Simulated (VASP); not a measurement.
Input of a VASP 6.6.1 run:

Contents of POSCAR:

```
AlP                                     
1.0
    0.0000000000      2.7357031041      2.7357031041
    2.7357031041      0.0000000000      2.7357031041
    2.7357031041      2.7357031041      0.0000000000
  Al              P             
     1     1
Direct
     0.0000000000000000    0.0000000000000000    0.0000000000000000
     0.2500000000000000    0.2500000000000000    0.2500000000000000
```

The input INCAR.step1:

```
SYSTEM = AlP
PREC = Accurate
ENCUT = 520
EDIFF = 1E-5
ISMEAR = 0
SIGMA = 0.03
LREAL = .False.
LASPH = .True.
NELM = 80
ALGO = Normal
ISIF = 2
LWAVE = .True.
LCHARG = .False.
KPAR = 4
GGA = PE
```

The input INCAR.step2:

```
SYSTEM = AlP
PREC = Accurate
ENCUT = 520
EDIFF = 1E-7
ISMEAR = 0
SIGMA = 0.03
LREAL = .False.
LASPH = .True.
NELM = 80
ALGO = Normal
ISIF = 2
LWAVE = .False.
LCHARG = .False.
GGA = PE
LHFCALC = .True.
AEXX = 0.25
PRECFOCK = Fast
HFRCUT = -1
KPAR = 4
ISTART = 1
```

File KPOINTS:

```
Automatic mesh
0
Gamma
  6 6 6
  0 0 0
```

KPOINTS_OPT

```
explicit points
6
Reciprocal
 0.0000000000  0.0000000000  0.0000000000 1
 0.3750000000  0.3750000000  0.7500000000 1
 0.5000000000  0.5000000000  0.5000000000 1
 0.6250000000  0.2500000000  0.6250000000 1
 0.5000000000  0.2500000000  0.7500000000 1
 0.5000000000  0.0000000000  0.5000000000 1
```

Potentials or basis: VASP PAW PBE potentials, release 64 (Al, P).

Command:

```bash
$ cat potpaw_PBE.64/Al/POTCAR potpaw_PBE.64/P/POTCAR > POTCAR
$ cp INCAR.step1 INCAR
$ mpirun -np 4 vasp_std > vasp.out
$ cp INCAR.step2 INCAR
$ mpirun -np 4 vasp_std > vasp.out
```

Task: What does it give for the band gap along the path?

Result: 2.96 eV, indirect (least direct gap 4.85 eV).

Task: Predict the pressure.

Result: -0.1 GPa.

Task: Predict the band gap on the k mesh.

Result: 2.96 eV, indirect (least direct gap 4.85 eV).

Caveat: the PAW data sets were made with another functional, which shifts forces and pressure a little.

**Measured values to compare with.**

A printed reference work, data compilation reports, for a bulk crystal of AlP at 4.2 K: band gap 2.505 eV (indirect).

Measured gap of AlP: 2.505 eV (indirect; 4.2 K; a printed reference work, data compilation). This calculation gives 2.96 eV (+0.46 eV). The value is that of PBE0, without temperature or zero-point motion.
